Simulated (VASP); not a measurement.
A run of VASP 6.6.1 is set up as follows.

The input INCAR:

```
SYSTEM = PtSe2
ALGO = Normal
DIPOL = 0.5 0.5 0.500
EDIFF = 1E-7
ENCUT = 520
GGA = PE
IDIPOL = 3
ISIF = 2
ISMEAR = 0
IVDW = 12
LASPH = .TRUE.
LCHARG = .FALSE.
LDIPOL = .TRUE.
LREAL = .FALSE.
LWAVE = .FALSE.
NBANDS = 18
NELM = 60
PREC = Accurate
SIGMA = 0.02
```

KPOINTS

```
k-points
0
G
  9 9 1
  0 0 0
```

File POSCAR:

```
PtSe2
1.0
    3.7069018370      0.0000000000      0.0000000000
   -1.8534509185      3.2102711602      0.0000000000
    0.0000000000      0.0000000000     31.1215005259
Se Pt
2 1
Direct
    0.6666666667      0.3333333333      0.4574342091
    0.3333333333      0.6666666667      0.5425657909
    0.0000000000      0.0000000000      0.5000000000
```

Potentials or basis: VASP PAW PBE potentials, release 64 (Se, Pt).

Command:

```bash
$ cat potpaw_PBE.64/Se/POTCAR potpaw_PBE.64/Pt/POTCAR > POTCAR
$ mpirun -np 1 vasp_std > vasp.out
```

Estimate the band gap on the k mesh.

1.35 eV, indirect (least direct gap 1.58 eV).

Predict the dispersion energy per atom.

-0.299 eV.

Forces on the atoms (eV/Å):
```
Se   0.000  0.000  0.002
Se   0.000  0.000 -0.002
Pt   0.000  0.000  0.000
```

Caveat: spin-orbit coupling is left out, which moves the levels of the heavy elements. A hybrid or GW would open this gap; PBE tends to underestimate it.
